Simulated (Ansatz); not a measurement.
A sublattice moved along a line in BN

Theory: DFT PBE, scalar-relativistic, plane waves, PAW (Ansatz 0.2.0). Settings: plane waves to 420 eV, k-mesh 12×12×4 (Γ-centred), Gaussian smearing 0.05 eV. No spin polarisation. Energies are free energies at this smearing, counted from the undisturbed cell; pressure is positive in compression.

Reference structure (as given, not relaxed at this level; it stands at 3.3 GPa):

```
B N
1.0
     2.50399    0.00000    0.00000
    -1.25200    2.16852    0.00000
     0.00000    0.00000    6.66120
B N
2 2
Direct
  0.33333 0.66667 0.25000
  0.66667 0.33333 0.75000
  0.33333 0.66667 0.75000
  0.66667 0.33333 0.25000
```

The cell holds layers and no dispersion correction was added, so their binding is poorly described.

Every N atom is moved by x along the Cartesian unit vector (-0.866, -0.500, 0.000); the cell and all other atoms stay fixed.

```
  x (Å)  ΔE (meV/cell) force along x on the moved atoms (eV/Å) pressure (GPa) gap on the mesh (eV)
-0.5000        13260.5                                    72.54           111.3                  1.78
-0.2500         2681.8                                    22.40            27.8                  2.34
 0.0000            0.0                                     0.00             3.3                  4.29
 0.0625          162.3                                    -5.20             4.8                  4.20
 0.1250          652.4                                   -10.51             9.3                  3.82
 0.1875         1482.6                                   -16.13            16.9                  2.94
 0.3125         4308.8                                   -29.95            42.1                  2.09
 0.3750         6472.7                                   -39.79            60.4                  1.81
 0.4375         9360.0                                   -53.37            83.2                  1.73
```

By symmetry 0.5000 repeats -0.5000, -0.3750 repeats 0.3750, 0.2500 repeats -0.2500, -0.1250 repeats 0.1250 in energy, with the opposite slope along the path.